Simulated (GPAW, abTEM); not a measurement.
# BP monolayer, C on a B site: independent atoms against a DFT potential

Question: image and diffraction simulations usually add up neutral spherical atoms. How large is the error for a BP monolayer, C on a B site, in scanning-probe images and phase-contrast images?

The sheet lies in the middle of a cell with vacuum above and below. All numbers are calculated.

## Step 1: Find the equilibrium geometry

The density hangs on the geometry, so the atoms are relaxed first, from slightly displaced sites so that no symmetry traps them, in the host's fixed cell.

Settings: GPAW 26.7.0, PBE, 400 eV, 1×1×1 k-points, Fermi–Dirac width 0.05 eV, spin-polarised, BFGS to 0.05 eV/Å.

```console
$ OMP_NUM_THREADS=1 mpirun -n 4 gpaw python run.py > gpaw.log
```

```text
BFGS:    0     -143.416995        2.497830
BFGS:    1     -143.785144        1.370179
BFGS:    2     -143.921860        0.440669
BFGS:    3     -143.943341        0.363852
...
BFGS:    9     -143.979132        0.060916
BFGS:   10     -143.979710        0.051801
BFGS:   11     -143.980008        0.033394
cell  9.6300 11.1198 10.0000  90.00 90.00 90.00
```

After 11 steps the energy has changed by -0.563 eV; the last force printed is 0.033 eV/Å. It took 4.5 min on 4 cores of Arm Neoverse N1 (shared host), peak memory 1.4 GiB.

Shortest distances after relaxation: C–P 1.784 Å, B–P 1.840 Å, P–P 3.088 Å, B–B 3.153 Å.

## Step 2: Density and charge transfer

Fast electrons feel the potential of the nuclei and of all the electrons, so the PAW density is rebuilt with its core regions. Subtracting spherical free atoms from the same code cancels the cores and leaves the deformation density Δρ, the part due to bonding.

Settings: PBE, 500 eV, 2×1×1 k-points, Fermi–Dirac width 0.05 eV, spin-polarised; supercell of 24 atoms.

```console
$ OMP_NUM_THREADS=1 mpirun -n 4 gpaw python run.py > gpaw.log
```

```text
|iter:   1|       0s | -152.595482 | +0.41 |       |  +2.3816|
|iter:   2|       9s | -151.850995 | -0.80 | -0.69 |  +2.2881|
|iter:   3|      18s | -149.390627 | -0.55 | -0.71 |  -0.3395|
...
|iter:  13|     111s | -145.419331c| -6.84 | -3.86 |  -0.0000|
|iter:  14|     121s | -145.419328c| -7.39 | -4.16c|  +0.0001|
|iter:  15|     127s | -145.419328c| -7.56c| -4.35c|  +0.0001|
```

```text
grid (100, 120, 108)  electrons 241.000  moved by bonding 6.637 e
deformation density beyond 0.5 A of the nuclei: max 0.334, min -0.166 e/A^3
```

Deformation density in a plane through the shortest contact of the C atom at the origin, in 0.01 e/Å³ (clipped at ±99); x from -1.6 to 3.4 Å, y from 2.4 down to -2.4 Å:

```text
 -7  -9   4  25  28  12   1   0  -3  -8   0  22  31  17   2  -1
  2 -13  -5  13  13   4  -2  -4  -5  -4   2  13  24   .   7  12
 21   .   .   . -14  -9  -6  -5  -5  -4  -1   2   .   .   .  28
 10  -8   .   1  -2  -4  -5  -6  -6  -4   4  15  21   .   7  14
 -5 -13  -3  22  27   9  -2  -3  -7 -10   3  25  28  12   0   0
 -6  -7   2  18  23   .   2  13   4 -13   .   8   6   0  -3  -4
 -6  -5  -2  -2   .   .   .  33  20   .   .   . -15 -10  -7  -5
 -6  -6   2  17  23   .   2  14   4 -14   .   8   7   1  -3  -4
 -4 -13  -3  22  28  10  -2  -3  -8 -11   2  25  29  13   0  -1
 12  -8   .   2  -2  -4  -5  -6  -6  -5   3  15  21   .   7  13
 23   .   .   . -14 -10  -6  -5  -5  -4  -1   2   .   .   .  27
  4 -13  -6  12  14   5  -2  -4  -5  -4   1  13  24   .   6  11
 -7 -10   2  25  30  13   1   0  -2  -8  -1  21  31  18   3  -1
```

Atoms in or within 0.15 Å of the plane: B (2.7, 1.6), B (2.8, -1.6), P (-0.9, 1.5), P (-0.9, -1.6), P (1.8, 0.0), C (0.0, 0.0) Å. Dots mark points within about 0.45 Å of a nucleus; large values next to them are atomic features.

Along the shortest contact from the C atom at the map's origin, C–P at 1.78 Å, Δρ is +0.29 e/Å³ at the midpoint and highest, +0.33, 0.72 Å from C (points within 0.5 Å of a nucleus left out): a bond charge, the mark of covalency, pulled towards C. At the midpoints of other shortest contacts it is +0.32 (B–P, 1.84 Å), -0.02 (P–P, 3.09 Å), -0.08 (B–B, 3.15 Å) and -0.11 (B–C, 3.17 Å) e/Å³. Point values carry grid noise of about 0.01 e/Å³. The moments given at the start die out. The run needed 15 iterations, 3 min.

Atoms whose charge stands out: C24 -0.199, P14 +0.186, P18 +0.182, P17 +0.179, P22 +0.105, P19 +0.111 e; averages by element: B -0.127, P +0.133, C -0.199 e.

## Step 3: Scanning probe: integrated centre of mass and ABF

The integrated centre-of-mass signal follows the projected potential of a thin sample, so it responds to any shift of charge; annular bright field is given beside it. The probe is focused on the sheet.

Settings: abTEM 1.0.9, 60 kV, 2×2×1 cells, grid 138×160, 10 slices, atoms at rest, semi-angle 25 mrad, ABF 12–25 mrad, Gaussian source blur σ = 0.35 Å; iCOM in arbitrary units. Columns, named by their atoms per repeat: C (3.21, 5.56), P_1st (4.76, 6.45), B_2nd (1.61, 2.83), P_3rd (3.21, 9.28), B_far (6.40, 0.01), P_far (8.02, 0.90), void (4.82, 10.29) Å; 'void' is a point in the widest open channel, away from the defect; 1st, 2nd and so on count shells round it.

```
column  iCOM − void, atoms  bonded  change (%)  ABF, atoms (%)  bonded (%)
     C              0.0062  0.0059        -4.8           75.81       75.82
 P_1st              0.0118  0.0119        +0.8           75.37       75.36
 B_2nd              0.0059  0.0054        -8.5           75.85       75.85
 P_3rd              0.0118  0.0114        -2.8           75.42       75.41
 B_far              0.0058  0.0052       -10.9           75.85       75.85
 P_far              0.0119  0.0115        -3.1           75.39       75.39
```

Against the void, B_far changes by -10.9 % and P_1st by +0.8 %. Screening by site charges alone doesn't account for these signs and sizes; the redistribution between atoms, bonds and voids matters as well. At these points the largest ABF change is 0.006 % of the beam. Time: 26 s.

## Step 4: Phase-contrast images through focus

Defocus sets how strongly, and with which sign, the lens passes each spatial frequency; bonding changes the potential mostly at the lowest ones. Defocus counts from the exit plane, 4.5 Å below the sheet's middle.

Settings: abTEM 1.0.9, 60 kV, 1×1×1 cells, grid 121×139, 10 slices, atoms at rest, Cs 2 μm, focal spread 30 Å, aperture 35 mrad; positive defocus is underfocus. Intensity relative to vacuum, independent atoms / with bonding. Columns, named by their atoms per repeat: C (3.21, 5.56), P_1st (4.76, 6.45), B_2nd (1.61, 2.83), P_3rd (3.21, 9.28), B_far (6.40, 0.01), P_far (8.02, 0.90), void (4.82, 10.29) Å; 'void' is a point in the widest open channel, away from the defect; 1st, 2nd and so on count shells round it.

| defocus (Å) | C | P_1st | B_2nd | P_3rd | B_far | void |
| --- | --- | --- | --- | --- | --- | --- |
| -200 | 1.010 / 1.022 | 0.872 / 0.875 | 0.994 / 1.003 | 0.875 / 0.875 | 0.992 / 0.999 | 1.134 / 1.125 |
| -130 | 1.060 / 1.059 | 1.130 / 1.132 | 1.052 / 1.048 | 1.141 / 1.141 | 1.055 / 1.053 | 0.995 / 1.000 |
| 20 | 0.972 / 0.975 | 0.922 / 0.922 | 0.970 / 0.972 | 0.922 / 0.922 | 0.970 / 0.971 | 1.011 / 1.008 |
| 130 | 0.929 / 0.931 | 0.863 / 0.861 | 0.942 / 0.949 | 0.858 / 0.859 | 0.945 / 0.951 | 1.057 / 1.049 |
| 200 | 1.053 / 1.044 | 1.184 / 1.184 | 1.071 / 1.065 | 1.182 / 1.184 | 1.069 / 1.065 | 0.983 / 0.990 |

The largest change at any listed point, and its share of that image's contrast range (maximum minus minimum): 0.012 (4 %) at -200 Å, 0.005 (2 %) at -130 Å, 0.003 (3 %) at 20 Å, 0.008 (4 %) at 130 Å, 0.009 (3 %) at 200 Å.

## Step 5: Answer

Putting the DFT potential in place of independent atoms changes iCOM column contrast by -10.9 to +0.8 % and phase contrast by up to 4 % of its range. The shortest bond, C–P, has Δρ = +0.29 e/Å³ at its midpoint, a covalent bond charge. Limits: the bonding term is static and added to Lobato atoms; no inelastic scattering; a small supercell, so defects interact.

[Outputs are excerpts: Python notices, other lines and further rows are left out; steps that failed or that the build refused (PBEsol, TPSS) are not shown.]

[Logs are printed without paths, hosts, clocks, repeated set-up lines and the standing remarks that a program may print on its own settings, such as how far it seeks lower states.]
